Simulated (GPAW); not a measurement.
# ZnO (zincite) (P6_3mc) in GPAW: further runs

Runs on ZnO (zincite). Level: PBE. Tasks: equation of state, band structure.

Everything below comes from runs of GPAW 26.7.0. Logs are shortened: lines on timing, memory, paths and dates and some standing lists are left out, and cuts for length are marked. The log counts tension as positive stress, the text compression.

**Experimental background.**

“Electronic structure of alkaline earth and post-transition metal oxides”, 2009, arxiv:0908.1581 quotes, for a bulk crystal of ZnO: band gap 3.37 eV.

The results are compared with them further down.

### Step 1. The crystal as given

It takes space group P6_3mc (No. 186, hexagonal). Conventional cell: a = 3.249 Å, b = 3.249 Å, c = 5.206 Å, α = 90.00°, β = 90.00°, γ = 120.00°. Zn (site symmetry 3m) has 4 O at 1.97 to 1.98 Å as nearest neighbours. O (site symmetry 3m) has 4 Zn at 1.97 to 1.98 Å as nearest neighbours.

### Step 2. Equation of state, PBE

Input file run.py:

```python
from ase.eos import EquationOfState
from ase.io import Trajectory, read
from ase.units import GPa
from gpaw import GPAW, PW, setup_paths

setup_paths.insert(0, '.')

atoms = read('POSCAR')

traj = Trajectory('eos.traj', 'w')
volumes, energies = [], []
for x in [0.94, 0.96, 0.98, 1.0, 1.02, 1.04, 1.06]:
    a = atoms.copy()
    a.set_cell(atoms.cell * x**(1 / 3), scale_atoms=True)
    calc = GPAW(mode=PW(800),
                xc='PBE',
                kpts={'size': (6, 6, 3), 'gamma': True},
                occupations={'name': 'fermi-dirac', 'width': 0.05},
                nbands=31,
                convergence={'density': 1e-05, 'energy': 1e-05},
                maxiter=150,
                txt=f'eos-{x:.2f}.txt')
    a.calc = calc
    energies.append(a.get_potential_energy(force_consistent=True))
    volumes.append(a.get_volume())
    p = -a.get_stress()[:3].mean() / GPa
    calc.write(f'eos-{x:.2f}.gpw')
    traj.write(a)
    print(f'{x:.2f} {volumes[-1]:10.4f} A^3 {energies[-1]:14.6f} eV {p:9.3f} GPa', flush=True)

v0, e0, B = EquationOfState(volumes, energies, eos='birchmurnaghan').fit()
print(f'V0 = {v0:.4f} A^3, E0 = {e0:.6f} eV, B0 = {B / GPa:.2f} GPa')
```

Input file POSCAR:

```
ZnO
1.0
    3.2493080000      0.0000000000      0.0000000000
   -1.6246540000      2.8139832727      0.0000000000
    0.0000000000      0.0000000000      5.2057090000
Zn O
2 2
Direct
    0.6666666667      0.3333333333      0.0000000000
    0.3333333333      0.6666666667      0.5000000000
    0.3333333333      0.6666666667      0.8790100000
    0.6666666667      0.3333333333      0.3790100000
```

Potentials or basis: PAW data sets generated in the run's folder for this functional, pw.

Command:

```console
$ gpaw-setup -f PBE O Zn
$ OMP_NUM_THREADS=1 python run.py
```

The log of the run:

```text
__  _  _
 | _ |_)|_||  |
 |__||  | ||/\| - 26.7.0

Input parameters:
  mode=PW(ecut=800.0),
  convergence={'density': 1e-05, 'energy': 1e-05},
  kpts=MonkhorstPack(size=(6, 6, 3), gamma=True),
  maxiter=150,
  nbands=31,
  occupations=Occupations(name='fermi-dirac', width=0.05),
  xc=XC(name='PBE')

Diagonalizing LCAO Hamiltonian
Converting LCAO to pw mode

        O

        Zn
           O

           Zn

Atoms  # Å, Bohr magnetons
|   | symbol |         x |        y |        z |    initial magnetic moments |
|---|--------|-----------|----------|----------|-----------------------------|
| 0 |     Zn |  1.591488 | 0.918846 | 0.000000 | ( 0.0000,  0.0000,  0.0000) |
| 1 |     Zn | -0.000000 | 1.837693 | 2.549720 | ( 0.0000,  0.0000,  0.0000) |
| 2 |      O | -0.000000 | 1.837693 | 4.482459 | ( 0.0000,  0.0000,  0.0000) |
| 3 |      O |  1.591488 | 0.918846 | 1.932739 | ( 0.0000,  0.0000,  0.0000) |

Unit cell  # Å
| periodic |         x |        y |        z |  lengths |     angles |
|----------|-----------|----------|----------|----------|------------|
|      yes |  3.182977 | 0.000000 | 0.000000 | 3.182977 |  90.000000 |
|      yes | -1.591488 | 2.756539 | 0.000000 | 3.182977 |  90.000000 |
|      yes |  0.000000 | 0.000000 | 5.099440 | 5.099440 | 120.000000 |

Number of symmetries: 6
Symmetry operations  # r_c * U_cc + t_c -> r_c
|   | kind |            matrix            |
|---|------|------------------------------|
| 0 |  σ   |  1, 1, 0,  0,-1, 0,  0, 0, 1 |
| 1 |  E   |  1, 0, 0,  0, 1, 0,  0, 0, 1 |
| 2 |  C3  |  0, 1, 0, -1,-1, 0,  0, 0, 1 |
| 3 |  σ   |  0,-1, 0, -1, 0, 0,  0, 0, 1 |
| 4 |  σ   | -1, 0, 0,  1, 1, 0,  0, 0, 1 |
| 5 |  C3  | -1,-1, 0,  1, 0, 0,  0, 0, 1 |

BZ-sampling:
  Number of BZ points: 108
  Number of IBZ points: 17

  Monkhorst-Pack size: [6, 6, 3]
  Monkhorst-Pack shift: [0.08333333333333333, 0.08333333333333333, 0.0]

K-points  # in reciprocal-cell coordinates
|     |                                coordinates |     weight |
|-----|--------------------------------------------|------------|
|   0 | (  0.00000000,   0.00000000,   0.00000000) | 0.00925926 |
|   1 | (  0.00000000,   0.00000000,   0.33333333) | 0.01851852 |
|   2 | (  0.16666667,   0.00000000,  -0.33333333) | 0.05555556 |
|   3 | (  0.16666667,   0.00000000,   0.00000000) | 0.05555556 |
|   4 | (  0.16666667,   0.00000000,   0.33333333) | 0.05555556 |
|   5 | (  0.33333333,  -0.16666667,   0.00000000) | 0.05555556 |
|   6 | (  0.33333333,  -0.16666667,   0.33333333) | 0.11111111 |
|   7 | (  0.33333333,   0.00000000,  -0.33333333) | 0.05555556 |
|   8 | (  0.33333333,   0.00000000,   0.00000000) | 0.05555556 |
|   9 | (  0.33333333,   0.00000000,   0.33333333) | 0.05555556 |
| ... |                                            |            |
|  16 | (  0.50000000,   0.50000000,   0.33333333) | 0.05555556 |

Plane wave coefficients: 2328
Cutoff: 800.0 eV

Spin-components: 1 (collinear spins)
Bands:           31
Projectors:      22
Spin-degeneracy: 2
Datatype:        complex128

Parallelization:
  kpt:    1
  domain: 1
  band:   1

Density:
  Valence electrons: 36.0
  Components: 1
  Grid points: [21 21 35]
  Charge: 0.0  # |e|

Potential:
  Grid points: [21 21 35]

species:
  Zn:
    name:    Zinc
    Z:       30.0
    valence: 12
    core:    18
    charge:  0.0  # [|e|]
    compensation charges:
      type: gauss
      rc: 0.37  # [Å]
      lmax: 2
    cutoffs:
      filter: 2.14  # [Å]
      core: 2.28  # [Å]
    projectors
    | kind |    occ | energy [eV] | rcut [Å] |
    |------|--------|-------------|----------|
    |   4s |  2.000 |      -5.977 |    1.286 |
    |   4p |  0.000 |      -1.117 |    1.270 |
    |   3d | 10.000 |     -10.142 |    1.180 |
    |    s |        |      21.234 |    1.286 |
    |    p |        |      26.095 |    1.270 |
    |    d |        |      17.070 |    1.180 |

    Using partial waves for Zn as LCAO basis

  O:
    name:    Oxygen
    Z:       8.0
    valence: 6
    core:    2
    charge:  0.0  # [|e|]
    compensation charges:
      type: gauss
      rc: 0.21  # [Å]
      lmax: 2
    cutoffs:
      filter: 1.17  # [Å]
      core: 0.83  # [Å]
    projectors
    | kind |    occ | energy [eV] | rcut [Å] |
    |------|--------|-------------|----------|
    |   2s |  2.000 |     -23.961 |    0.688 |
    |   2p |  4.000 |      -9.029 |    0.598 |
    |    s |        |       3.251 |    0.688 |
    |    p |        |      18.182 |    0.598 |
    |    d |        |       0.000 |    0.619 |

    Using partial waves for O as LCAO basis

Reference energy: -101804.359560  # eV

eigensolver:
  PPCG
  Converge bands: occupied
  niter=2

density mixing:
  MSR1-Mixer
  Pratt-step length: 0.05
  Maximum mixing coefficient: 0.75
  Old densities: 10
  SVD Regularization: 0.005
  Good broyden scale: 1.0
  Trust region scale: 1.0
  Backstep threshold: 4.0
  History deletion threshold: 6.0
  Fourier metric: weight=20.0, sigma=0.015

occupation numbers:
  Fermi-Dirac:
    width: 0.0500  # eV

poisson solver:
  ecut: 6400.0  # eV

xc functional:
  name: PBE with 2 nearest neighbor stencil

convergence criteria:
- Maximum integral of absolute [dens]ity change: 1e-05 electrons / valence electron
- Maximum [total energy] change in last 3 cyles: 1e-05 eV / valence electron
- Maximum integral of absolute [eigenst]ate change: 4e-08 eV^2 / valence electron
maximum number of iterations: 150

SCF iterations
|iter     | |      energy | eigst |  dens |
|---------|-|-------------|-------|-------|
|iter:   1| |  -21.425112 | +0.51 |       |
|iter:   2| |  -20.535592 | -1.42 | -0.99 |
|iter:   3| |  -18.287252 | -0.33 | -1.05 |
|iter:   4| |  -18.291007 | -2.99 | -1.65 |
|iter:   5| |  -18.300048 | -2.70 | -1.90 |
|iter:   6| |  -18.300107 | -4.42 | -2.93 |
|iter:   7| |  -18.300258c| -5.14 | -3.28 |
|iter:   8| |  -18.300292c| -5.47 | -3.64 |
|iter:   9| |  -18.300292c| -7.01 | -4.33 |
|iter:  10| |  -18.300292c| -7.96c| -4.82 |
|iter:  11| |  -18.300292c| -7.82c| -5.07c|

Converged in 11 steps
Energy contributions relative to reference atoms: (reference = -101804.359560)

Energy contributions:
  Kinetic:          52.931044
  Coulomb:         -45.572138
  Zero:              0.392051
  External:          0.000000
  Xc:              -26.051247
  Entropy:          -0.000004
  Spinorbit:         0.000000
  ----------------------------
  Free energy:     -18.300294
  Extrapolated:    -18.300292

dipole moment: (0.000002, -0.000000, -8.018314)  # |e|*Ang

Fermi level: 5.137
Eigenvalues  # (at kpt = [0.000, 0.000, 0.000])
| band index |      eig [eV] | occ [0-2] |
|------------|---------------|-----------|
|          0 |       -13.897 |     2.000 |
|        ... |               |           |
|         10 |         0.289 |     2.000 |
|         11 |         0.289 |     2.000 |
|         12 |         0.582 |     2.000 |
|         13 |         3.790 |     2.000 |
|         14 |         3.790 |     2.000 |
|         15 |         4.582 |     2.000 |
[... 8 lines left out ...]
|         24 |        19.211 |     0.000 |
|         25 |        19.211 |     0.000 |
|        ... |               |           |
|         30 |        24.895 |     0.000 |

Gap: 0.882 eV
Transition (v -> c):
  (s=0, k=0, n=17, [0.00, 0.00, 0.00]) -> (s=0, k=0, n=18, [0.00, 0.00, 0.00])
No difference between direct/indirect transitions

Stress tensor  # eV/Ang^3
|         x |         y |         z |
|-----------|-----------|-----------|
| -0.094236 |  0.000000 | -0.000000 |
|  0.000000 | -0.094236 | -0.000000 |
| -0.000000 | -0.000000 | -0.106950 |

# Writing to eos-0.94.gpw (mode='')
```

stdout:

```text
0.94    44.7425 A^3     -18.300294 eV    15.777 GPa
0.96    45.6945 A^3     -18.382804 eV    11.825 GPa
0.98    46.6464 A^3     -18.443004 eV     8.267 GPa
1.00    47.5984 A^3     -18.483143 eV     5.063 GPa
1.02    48.5504 A^3     -18.505170 eV     2.177 GPa
1.04    49.5023 A^3     -18.510899 eV    -0.423 GPa
1.06    50.4543 A^3     -18.501997 eV    -2.766 GPa
V0 = 49.3835 A^3, E0 = -18.511032 eV, B0 = 129.70 GPa
```

eos-0.96.txt:

```text
SCF iterations
|iter     | |      energy | eigst |  dens |
|---------|-|-------------|-------|-------|
|iter:   1| |  -21.503792 | +0.52 |       |
|iter:   2| |  -20.609466 | -1.44 | -0.99 |
|iter:   3| |  -18.372947 | -0.38 | -1.04 |
|iter:   4| |  -18.374593 | -2.99 | -1.64 |
|iter:   5| |  -18.382548 | -2.69 | -1.89 |
[... 46 lines left out ...]
|        ... |               |           |
|         30 |        24.599 |     0.000 |

Gap: 0.852 eV
Transition (v -> c):
  (s=0, k=0, n=17, [0.00, 0.00, 0.00]) -> (s=0, k=0, n=18, [0.00, 0.00, 0.00])
No difference between direct/indirect transitions

Stress tensor  # eV/Ang^3
|         x |         y |         z |
|-----------|-----------|-----------|
| -0.069834 |  0.000000 |  0.000000 |
|  0.000000 | -0.069834 |  0.000000 |
|  0.000000 |  0.000000 | -0.081748 |

# Writing to eos-0.96.gpw (mode='')
```

It took 3.8 min on 1 thread of Intel Xeon Platinum 8259CL at 2.50GHz (Skylake/Cascade Lake), shared host; peak memory 0.27 GiB.

What came out:

```yaml
Equilibrium_volume: 12.35 Å³/atom
Bulk_modulus_at_fixed_shape_and_positions: 130 GPa
Pressure_derivative_of_the_bulk_modulus: 4.4
```

Energy against volume, from the lowest point:
```
volume (Å³/atom)  energy (meV/atom)
          11.186              52.65
          11.424              32.02
          11.662              16.97
          11.900               6.94
          12.138               1.43
          12.376               0.00
          12.614               2.23
```

Caveat: the k mesh is coarse (spacing up to 0.40 Å⁻¹), so the values aren't converged; the cell was scaled at fixed shape and fractional positions, which overstates the stiffness of a crystal with free parameters, most of all of layers and chains.

### Step 3. Band structure, PBE

Input file run.py:

```python
from ase.dft.bandgap import bandgap
from ase.io import read, write
from gpaw import GPAW

atoms = read('ZnO.cif')

calc = GPAW(mode='fd',
            h=0.2,
            xc='PBE',
            kpts={'size': (6, 6, 3), 'gamma': True},
            occupations={'name': 'fermi-dirac', 'width': 0.05},
            nbands=31,
            convergence={'density': 1e-05, 'energy': 1e-05},
            maxiter=150,
            txt='gpaw.txt')
atoms.calc = calc
energy = atoms.get_potential_energy()
forces = atoms.get_forces()
calc.write('gs.gpw')
write('result.traj', atoms)
print(f'Energy: {energy:.6f} eV')
print('Forces (eV/A):')
print(forces.round(4))
print('Fermi level:', round(calc.get_fermi_level(), 4), 'eV')
print(f'Gap: {bandgap(calc)[0]:.4f} eV, direct: {bandgap(calc, direct=True)[0]:.4f} eV')

path = atoms.cell.bandpath('GMKGALHA,LM,KH', npoints=100, eps=1e-4)
bs_calc = calc.fixed_density(kpts=path, symmetry='off', nbands=45,
                             convergence={'bands': 'CBM+6.0', 'eigenstates': 1e-6}, txt='bands.txt')
bs = bs_calc.band_structure()
bs.write('bs.json')
print(f'Gap on the path: {bandgap(bs_calc)[0]:.4f} eV')
```

Input file ZnO.cif:

```cif
data_ZnO
_cell_length_a 3.24930800
_cell_length_b 3.24930800
_cell_length_c 5.20570900
_cell_angle_alpha 90.00000000
_cell_angle_beta 90.00000000
_cell_angle_gamma 120.00000000
_space_group_name_H-M_alt 'P6_3mc'
_space_group_name_Hall 'P 6c -2c'
_space_group_IT_number 186
loop_
_space_group_symop_operation_xyz
'x,y,z'
'x-y,x,z+1/2'
'-y,x-y,z'
'-x,-y,z+1/2'
'-x+y,-x,z'
'y,-x+y,z+1/2'
'y,x,z+1/2'
'x,x-y,z'
'x-y,-y,z+1/2'
'-y,-x,z'
'-x,-x+y,z+1/2'
'-x+y,y,z'
loop_
_atom_site_label
_atom_site_type_symbol
_atom_site_symmetry_multiplicity
_atom_site_Wyckoff_symbol
_atom_site_fract_x
_atom_site_fract_y
_atom_site_fract_z
_atom_site_occupancy
Zn1 Zn 2 b 0.6666666667 0.3333333333 0.0000000000 1
O1 O 2 b 0.3333333333 0.6666666667 0.8790100000 1
```

Potentials or basis: GPAW PAW data sets (gpaw-data 1.2.1), fd.

Command:

```console
$ OMP_NUM_THREADS=1 python run.py
```

It took 7.6 min on 1 thread of Intel Xeon Platinum 8375C at 2.90GHz (Ice Lake), shared host; peak memory 1 GiB.

It converged, with:

* Free energy: -18.8501 eV
* Band gap on the k mesh: 0.81 eV, direct
* Band gap along the path: 0.81 eV, direct

Levels at the corners of the path, in eV from the valence-band top:
```csv
point,band 15,band 16,band 17,band 18,band 19,band 20
Γ,-0.81,-0.06,-0.01,0.00,0.81,5.22
M,-2.81,-2.28,-1.27,-0.83,5.78,6.86
K,-3.50,-1.90,-1.90,-1.71,7.68,7.68
Γ,-0.81,-0.06,-0.01,0.00,0.81,5.22
A,-0.41,-0.41,-0.40,-0.40,3.47,3.47
L,-1.51,-1.51,-1.35,-1.35,5.73,5.73
H,-2.67,-2.67,-1.22,-1.22,8.00,8.00
A,-0.41,-0.41,-0.40,-0.40,3.47,3.47
L,-1.51,-1.51,-1.35,-1.35,5.73,5.73
M,-2.81,-2.28,-1.27,-0.83,5.78,6.86
K,-3.50,-1.90,-1.90,-1.71,7.68,7.68
H,-2.67,-2.67,-1.22,-1.22,8.00,8.00
```

Caveat: the k mesh is coarse; the real-space grid adds noise to forces; the forces don't sum to zero, a sign of grid noise.

### Step 4. How close it comes

Step 3. Against the measured gap of ZnO, 3.37 eV (quoted in “Electronic structure of alkaline earth and post-transition metal oxides”, 2009, arxiv:0908.1581), the calculated 0.81 eV is off by -2.56 eV. So large a miss can be the level of theory's own, or it may mean another phase, state or a wrong row. The value is that of PBE, without temperature or zero-point motion. Semilocal functionals fall short of measured gaps as a rule.
